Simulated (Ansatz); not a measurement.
A plane-wave DFT run in Ansatz 0.2.0 (scalar-relativistic PAW potentials unless the input names others): input and command.

```yaml
crystal:
  lattice:
    - [3.0780369068, -5.3313163218, 0.0]
    - [-6.1560738237, 5.8e-09, 0.0]
    - [0.0, 0.0, -10.0756977068]
  atoms:
    - { symbol: Si, position: [0.3333333333, 0.1666666667, 0.0621701848] }
    - { symbol: Si, position: [0.8333333333, 0.1666666667, 0.0621701848] }
    - { symbol: Si, position: [0.3333333333, 0.6666666667, 0.0621701848] }
    - { symbol: Si, position: [0.8333333333, 0.6666666667, 0.0621701848] }
    - { symbol: Si, position: [0.1666666667, 0.3333333333, 0.5621701848] }
    - { symbol: Si, position: [0.6666666667, 0.3333333333, 0.5621701848] }
    - { symbol: Si, position: [0.1666666667, 0.8333333333, 0.5621701848] }
    - { symbol: Si, position: [0.6666666667, 0.8333333333, 0.5621701848] }
    - { symbol: Si, position: [0.5, 0.5, 0.3121022255] }
    - { symbol: Si, position: [1.0, 0.5, 0.3121022255] }
    - { symbol: Si, position: [0.5, 1.0, 0.3121022255] }
    - { symbol: Si, position: [1.0, 1.0, 0.3121022255] }
    - { symbol: Si, position: [0.0, 0.0, 0.8121022255] }
    - { symbol: Si, position: [0.5, 0.0, 0.8121022255] }
    - { symbol: Si, position: [0.0, 0.5, 0.8121022255] }
    - { symbol: Si, position: [0.5, 0.5, 0.8121022255] }
    - { symbol: C, position: [0.3333333333, 0.1666666667, 0.2501819866] }
    - { symbol: C, position: [0.8333333333, 0.1666666667, 0.2501819866] }
    - { symbol: C, position: [0.3333333333, 0.6666666667, 0.2501819866] }
    - { symbol: C, position: [0.8333333333, 0.6666666667, 0.2501819866] }
    - { symbol: C, position: [0.1666666667, 0.3333333333, 0.7501819866] }
    - { symbol: C, position: [0.6666666667, 0.3333333333, 0.7501819866] }
    - { symbol: C, position: [0.1666666667, 0.8333333333, 0.7501819866] }
    - { symbol: C, position: [0.6666666667, 0.8333333333, 0.7501819866] }
    - { symbol: C, position: [0.0, 0.5, 0.4995466031] }
    - { symbol: C, position: [0.5, 0.5, 0.4995466031] }
    - { symbol: C, position: [0.0, 1.0, 0.4995466031] }
    - { symbol: C, position: [0.5, 1.0, 0.4995466031] }
    - { symbol: C, position: [0.0, 0.0, 0.9995466031] }
    - { symbol: C, position: [0.5, 0.0, 0.9995466031] }
    - { symbol: C, position: [0.0, 0.5, 0.9995466031] }
    - { symbol: C, position: [0.5, 0.5, 0.9995466031] }
basis:
  ecutwfc: 420
  xc_grid: 2
kpoints:
  mp_grid: { grid: [2, 2, 2], shift: [0.0, 0.0, 0.0] }
hamiltonian:
  xc: pbesol
scf:
  occupations: { method: gaussian, width: 0.025 }
  lower_state_search: "off"
output:
  forces: true
  eigenvalues: true
  stress: true
```

```bash
ansatz run input.yaml --threads 4 --pin off --max-ram 8192MiB --backend cpu --events-out ev --progress --plain --runs-dir out
```

Abridged log:
```
Basis set: ecut = 420 eV, 6483 PW (Γ), exchange–correlation on 90×90×144 points (8 copies of the dense FFT grid, shifted against one another)
Bands: 96, of which v1, the nominal top of the filled ones, is band 64 counted from 1 (63 counted from 0)
Symmetry: 48 space group operations
k-points: 4 of 8
SCF iter   1: F=—  HF=-13898.315299 eV  |F-HF|=—  |Δ(HF+E_count)|=         —  Δρ=6.69e-3  dr2=1.69e-1  ethr=1.77e-3  ⟨swp⟩=6.0  Hψ=1720  notcnv=0  defer=42
SCF iter   2: F=—  HF=-13898.269992 eV  |F-HF|=—  |Δ(HF+E_count)|=   4.53e-2  Δρ=2.09e-3  dr2=1.46e-2  ethr=1.32e-4  ⟨swp⟩=2.5  Hψ=643  notcnv=0  defer=99
SCF iter   3: F=—  HF=-13898.267234 eV  |F-HF|=—  |Δ(HF+E_count)|=   2.76e-3  Δρ=7.31e-4  dr2=1.51e-3  ethr=1.14e-5  ⟨swp⟩=3.0  Hψ=618  notcnv=0  defer=16
automatic band count: iteration 3 solves 74 bands in place of 96: the levels show a gap, and the empty bands left out lie too high to hold charge; the band table lists the bands solved (type scf.n_extra_bands for more)
SCF iter   4: F=—  HF=-13898.267220 eV  |F-HF|=—  |Δ(HF+E_count)|=   1.44e-5  Δρ=8.21e-5  dr2=1.39e-5  ethr=1.18e-6  ⟨swp⟩=2.0  Hψ=536  notcnv=0  defer=16
SCF iter   5: F=—  HF=-13898.267089 eV  |F-HF|=—  |Δ(HF+E_count)|=   1.31e-4  Δρ=2.01e-5  dr2=1.52e-6  ethr=1.08e-8  ⟨swp⟩=2.0  Hψ=536  notcnv=0  defer=16
SCF iter   6: F=-13898.267089 eV  HF=-13898.267089 eV  |F-HF|=4.38e-8  |Δ(HF+E_count)|=   3.48e-8  Δρ=5.17e-6  dr2=9.89e-8  ethr=7.81e-11  ⟨swp⟩=7.5  Hψ=1540  notcnv=0
SCF 1 converged in 6 iterations: F = -13898.267089 eV  dr2 = 9.89e-8
SCF converged after 6 iterations
Free energy (F): -13898.267089 eV
Harris-Foulkes:  -13898.267089 eV  (|F-HF|=4.38e-8)
Internal energy: -13898.267089 eV  (E = F + TS)
E sigma→0 (E₀):  -13898.267089 eV
Fermi energy:    10.577942 eV
--- Forces (eV/Å), atoms counted from 1 ---
  atom   1  Si     0.00000000     0.00000000     0.04174613
  atom   2  Si     0.00000000     0.00000000     0.04174613
  atom   3  Si     0.00000000     0.00000000     0.04174613
  atom   4  Si     0.00000000     0.00000000     0.04174613
  atom   5  Si     0.00000000     0.00000000     0.04174613
  atom   6  Si     0.00000000     0.00000000     0.04174613
  atom   7  Si     0.00000000     0.00000000     0.04174613
  atom   8  Si     0.00000000     0.00000000     0.04174613
  atom   9  Si     0.00000000     0.00000000     0.04407007
  atom  10  Si     0.00000000     0.00000000     0.04407007
  atom  11  Si     0.00000000     0.00000000     0.04407007
  atom  12  Si     0.00000000     0.00000000     0.04407007
  atom  13  Si     0.00000000     0.00000000     0.04407007
  atom  14  Si     0.00000000     0.00000000     0.04407007
  atom  15  Si     0.00000000     0.00000000     0.04407007
  atom  16  Si     0.00000000     0.00000000     0.04407007
  atom  17  C      0.00000000     0.00000000    -0.04918704
  atom  18  C      0.00000000     0.00000000    -0.04918704
  atom  19  C      0.00000000     0.00000000    -0.04918704
  atom  20  C      0.00000000     0.00000000    -0.04918704
  atom  21  C      0.00000000     0.00000000    -0.04918704
  atom  22  C      0.00000000     0.00000000    -0.04918704
  atom  23  C      0.00000000     0.00000000    -0.04918704
  atom  24  C      0.00000000     0.00000000    -0.04918704
  atom  25  C      0.00000000     0.00000000    -0.03661671
  atom  26  C      0.00000000     0.00000000    -0.03661671
  atom  27  C      0.00000000     0.00000000    -0.03661671
  atom  28  C      0.00000000     0.00000000    -0.03661671
  atom  29  C      0.00000000     0.00000000    -0.03661671
  atom  30  C      0.00000000     0.00000000    -0.03661671
  atom  31  C      0.00000000     0.00000000    -0.03661671
  atom  32  C      0.00000000     0.00000000    -0.03661671
--- Stress (GPa, compression-positive) ---
        0.633154       0.000000       0.000000
        0.000000       0.633154       0.000000
        0.000000       0.000000      -0.712288
  P = ⅓ Tr σ = 0.1847 GPa (1.847 kbar)
```

Apart from outputs and empty bands, the input differs from a reference run on usual settings in scf.occupations.width: 0.01 → 0.025; scf.lower_state_search: not typed → "off". The reference, at the same geometry (not necessarily relaxed), gave pressure 0.18 GPa, largest force 0.049 eV/Å, gap on the mesh 2.09 eV. This run converged in 6 SCF iterations (reference: 7) with an energy at zero smearing within 0.01 meV/atom of the reference's, pressure 0.18 GPa, largest force 0.049 eV/Å, gap on the mesh 2.09 eV.

The run took 4.1 s on 4 threads of Intel(R) Xeon(R) Processor @ 2.50GHz (Skylake/Cascade Lake), with other jobs on the host, peak memory 0.95 GiB.